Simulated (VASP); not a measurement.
# 2H-WSe2 monolayer and its bilayer, part 7 of 9

Aim: relax 2H-WSe2 monolayer, place its levels against the vacuum, then find how two sheets stack and bind.

VASP 6.6.1, plane waves and PAW; the level of theory is named at each step.

So far. Step 10 (A rigid stacking): Energy at zero smearing: -162.78707 eV.

### Step 11. A rigid stacking

Level of this step: r2SCAN with rVV10, no spin polarisation; plane waves and PAW (W, Se) (VASP).

INCAR reads:

```
SYSTEM = WSe2
PREC = Normal
ENCUT = 350
EDIFF = 1E-05
NELM = 120
ISMEAR = 0
SIGMA = 0.03
LREAL = .FALSE.
ALGO = Normal
METAGGA = R2SCAN
LUSE_VDW = .TRUE.
IVDW_NL = 2
BPARAM = 11.95
CPARAM = 0.0093
LASPH = .TRUE.
NBANDS = 24
LORBIT = 11
LWAVE = .FALSE.
LCHARG = .FALSE.
KPAR = 4
IDIPOL = 3
LDIPOL = .TRUE.
DIPOL = 0.5 0.5 0.5
```

POSCAR reads:

```
WSe2
1.0
    3.2949711325      0.0000000000      0.0000000000
   -1.6474855662      2.8535287055      0.0000000000
    0.0000000000      0.0000000000     26.7564902800
W Se
2 4
Direct
    0.3333333300      0.6666666700      0.3798750300
    0.0000000000      1.0000000000      0.6201249700
    0.6666666700      0.3333333300      0.3176799300
    0.6666666700      0.3333333300      0.4420701300
    0.6666666700      0.3333333300      0.5579298700
    0.6666666700      0.3333333300      0.6823200700
```

KPOINTS reads:

```
Automatic mesh
0
Gamma
12 12 1
0 0 0
```

The projector-augmented-wave data sets are W and Se (PBE family, release 64).

The run is started by

```bash
$ mpirun -np 4 vasp_std
```

What it wrote:

```text
[... set-up lines as in an earlier step ...]
 entering main loop
       N       E                     dE             d eps       ncg     rms          rms(c)
Total rVV10 correction in eV:      0.9078817    50.8315530
Total rVV10 correction in eV:      0.9078817    50.8315530
Total rVV10 correction in eV:      0.9078817    50.8315530
Total rVV10 correction in eV:      0.9078817    50.8315530
DAV:   1     0.938860707349E+02    0.93886E+02   -0.11401E+04   912   0.882E+02
DAV:   2    -0.145714675211E+03   -0.23960E+03   -0.23377E+03  1392   0.212E+02
DAV:   3    -0.167333455251E+03   -0.21619E+02   -0.21488E+02  1184   0.723E+01
DAV:   4    -0.167807329971E+03   -0.47387E+00   -0.47214E+00  1312   0.119E+01
DAV:   5    -0.167818414278E+03   -0.11084E-01   -0.11071E-01  1232   0.167E+00    0.297E+01
Total rVV10 correction in eV:      0.9095361    50.8322009
Total rVV10 correction in eV:      0.9095361    50.8322009
Total rVV10 correction in eV:      0.9095361    50.8322009
Total rVV10 correction in eV:      0.9095361    50.8322009
[...]
Total rVV10 correction in eV:      0.9221133    50.8315657
DAV:  19    -0.162519488747E+03   -0.19857E-04   -0.18785E-06   712   0.847E-03    0.268E-03
Total rVV10 correction in eV:      0.9220935    50.8315819
Total rVV10 correction in eV:      0.9220935    50.8315819
Total rVV10 correction in eV:      0.9220935    50.8315819
Total rVV10 correction in eV:      0.9220935    50.8315819
DAV:  20    -0.162519504028E+03   -0.15281E-04   -0.13571E-06   664   0.754E-03    0.152E-03
Total rVV10 correction in eV:      0.9220872    50.8315845
Total rVV10 correction in eV:      0.9220872    50.8315845
Total rVV10 correction in eV:      0.9220872    50.8315845
Total rVV10 correction in eV:      0.9220872    50.8315845
DAV:  21    -0.162519510103E+03   -0.60750E-05   -0.10465E-06   632   0.677E-03
Total rVV10 correction in eV:      0.9220823    50.8315766
Total rVV10 correction in eV:      0.9220823    50.8315766
Total rVV10 correction in eV:      0.9220823    50.8315766
Total rVV10 correction in eV:      0.9220823    50.8315766
Total rVV10 correction in eV:      0.9220828    50.8315798
Total rVV10 correction in eV:      0.9220828    50.8315798
Total rVV10 correction in eV:      0.9220828    50.8315798
Total rVV10 correction in eV:      0.9220828    50.8315798
   1 F= -.16251951E+03 E0= -.16251951E+03  d E =-.112519E-11
```

Run time: 83 s. Hardware: 4 MPI ranks of AMD EPYC 9R45, shared host; peak memory 1.3 GiB.

Parts of OUTCAR (step 11):

```text
  Total        0.1642842      0.1642842      2.9942467      0.0000000      0.0000000     -0.0000000
  in kB        1.0462693      1.0462693     19.0693175      0.0000000      0.0000000     -0.0000000
  external PRESSURE =       7.0539520 kB  Pullay stress =       0.0000000 kB

 POSITION                                       TOTAL-FORCE (eV/Angst)
 -----------------------------------------------------------------------------------
     -0.00000      1.90235     10.16412         0.000000     -0.000000     -0.146320
      0.00000      0.00000     16.59237        -0.000000      0.000000      0.146320
      1.64749      0.95118      8.50000         0.000000      0.000000     -0.024032
      1.64749      0.95118     11.82825        -0.000000      0.000000     -0.635247
      1.64749      0.95118     14.92825         0.000000     -0.000000      0.635247
      1.64749      0.95118     18.25649         0.000000     -0.000000      0.024032
 -----------------------------------------------------------------------------------
    total drift:                               -0.000031      0.000020      0.000296

  FREE ENERGIE OF THE ION-ELECTRON SYSTEM (eV)
  ---------------------------------------------------
  free  energy   TOTEN  =      -162.5195101028 eV

  energy  without entropy=     -162.5195101028  energy(sigma->0) =     -162.51951010

[... 2 parts as in an earlier step ...]

[... 1 further part left out ...]
[key lines of the parts left out:]
E-fermi :   0.0611
```

Energy at zero smearing: -162.51951 eV.

### Step 12. A rigid stacking

INCAR is that of step 11.

POSCAR reads:

```
WSe2
1.0
    3.2949711325      0.0000000000      0.0000000000
   -1.6474855662      2.8535287055      0.0000000000
    0.0000000000      0.0000000000     26.7564902800
W Se
2 4
Direct
    0.3333333300      0.6666666700      0.3798750300
    0.3333333300      0.6666666700      0.6201249700
    0.6666666700      0.3333333300      0.3176799300
    0.6666666700      0.3333333300      0.4420701300
    1.0000000000      0.0000000000      0.5579298700
    1.0000000000      0.0000000000      0.6823200700
```

KPOINTS is that of step 11.

The run is started by

```bash
$ mpirun -np 4 vasp_std
```

What it wrote:

```text
[... set-up lines as in an earlier step ...]
 entering main loop
       N       E                     dE             d eps       ncg     rms          rms(c)
Total rVV10 correction in eV:      0.9063232    50.8315530
Total rVV10 correction in eV:      0.9063232    50.8315530
Total rVV10 correction in eV:      0.9063232    50.8315530
Total rVV10 correction in eV:      0.9063232    50.8315530
DAV:   1     0.943761240267E+02    0.94376E+02   -0.11396E+04   912   0.882E+02
DAV:   2    -0.145855001166E+03   -0.24023E+03   -0.23378E+03  1384   0.212E+02
DAV:   3    -0.167515090547E+03   -0.21660E+02   -0.21526E+02  1208   0.719E+01
DAV:   4    -0.167973902188E+03   -0.45881E+00   -0.45711E+00  1312   0.117E+01
DAV:   5    -0.167984518112E+03   -0.10616E-01   -0.10610E-01  1216   0.162E+00    0.296E+01
Total rVV10 correction in eV:      0.9072723    50.8321937
Total rVV10 correction in eV:      0.9072723    50.8321937
Total rVV10 correction in eV:      0.9072723    50.8321937
Total rVV10 correction in eV:      0.9072723    50.8321937
[...]
Total rVV10 correction in eV:      0.9181642    50.8315565
DAV:  18    -0.162754096126E+03   -0.33486E-04   -0.49841E-06   824   0.107E-02    0.387E-03
Total rVV10 correction in eV:      0.9181375    50.8315679
Total rVV10 correction in eV:      0.9181375    50.8315679
Total rVV10 correction in eV:      0.9181375    50.8315679
Total rVV10 correction in eV:      0.9181375    50.8315679
DAV:  19    -0.162754111855E+03   -0.15729E-04   -0.17510E-06   712   0.782E-03    0.190E-03
Total rVV10 correction in eV:      0.9181255    50.8315757
Total rVV10 correction in eV:      0.9181255    50.8315757
Total rVV10 correction in eV:      0.9181255    50.8315757
Total rVV10 correction in eV:      0.9181255    50.8315757
DAV:  20    -0.162754121435E+03   -0.95809E-05   -0.94801E-07   632   0.756E-03
Total rVV10 correction in eV:      0.9181078    50.8315724
Total rVV10 correction in eV:      0.9181078    50.8315724
Total rVV10 correction in eV:      0.9181078    50.8315724
Total rVV10 correction in eV:      0.9181078    50.8315724
Total rVV10 correction in eV:      0.9181121    50.8315782
Total rVV10 correction in eV:      0.9181121    50.8315782
Total rVV10 correction in eV:      0.9181121    50.8315782
Total rVV10 correction in eV:      0.9181121    50.8315782
   1 F= -.16275412E+03 E0= -.16275412E+03  d E =-.192388E-12
```

It took 80 s on 4 MPI ranks; peak memory 1.3 GiB; 5.3 min of CPU time.

Parts of OUTCAR (step 12):

```text
  Total        0.3372921      0.3372921      0.4426384      0.0000000      0.0000000      0.0000000
  in kB        2.1480965      2.1480965      2.8190101      0.0000000      0.0000000      0.0000000
  external PRESSURE =       2.3717344 kB  Pullay stress =       0.0000000 kB

 POSITION                                       TOTAL-FORCE (eV/Angst)
 -----------------------------------------------------------------------------------
     -0.00000      1.90235     10.16412         0.000000     -0.000000     -0.003114
     -0.00000      1.90235     16.59237        -0.000000      0.000000      0.003114
      1.64749      0.95118      8.50000         0.000000     -0.000000     -0.026344
      1.64749      0.95118     11.82825         0.000000     -0.000000     -0.103769
      0.00000      0.00000     14.92825        -0.000000      0.000000      0.103769
      0.00000      0.00000     18.25649        -0.000000      0.000000      0.026344
 -----------------------------------------------------------------------------------
    total drift:                               -0.000020      0.000014      0.000001

  FREE ENERGIE OF THE ION-ELECTRON SYSTEM (eV)
  ---------------------------------------------------
  free  energy   TOTEN  =      -162.7541214355 eV

  energy  without entropy=     -162.7541214355  energy(sigma->0) =     -162.75412144

[... 2 parts as in an earlier step ...]

[... 1 further part left out ...]
[key lines of the parts left out:]
E-fermi :  -0.0897
```

Energy at zero smearing: -162.75412 eV.

(Part 7 of 9 ends here.)

[Lines on the potential files, build, host, timing and source positions are cut from VASP's logs without a mark.]

[Logs are printed without paths, hosts, clocks, repeated set-up lines and the standing remarks that a program may print on its own settings, such as how far it seeks lower states.]

[Hosts, paths, dates, database ids (printed as entryN), source tags and the programs' standing remarks are cut or masked in the printed files.]

[Runs that stopped without an error message from VASP are left out.]
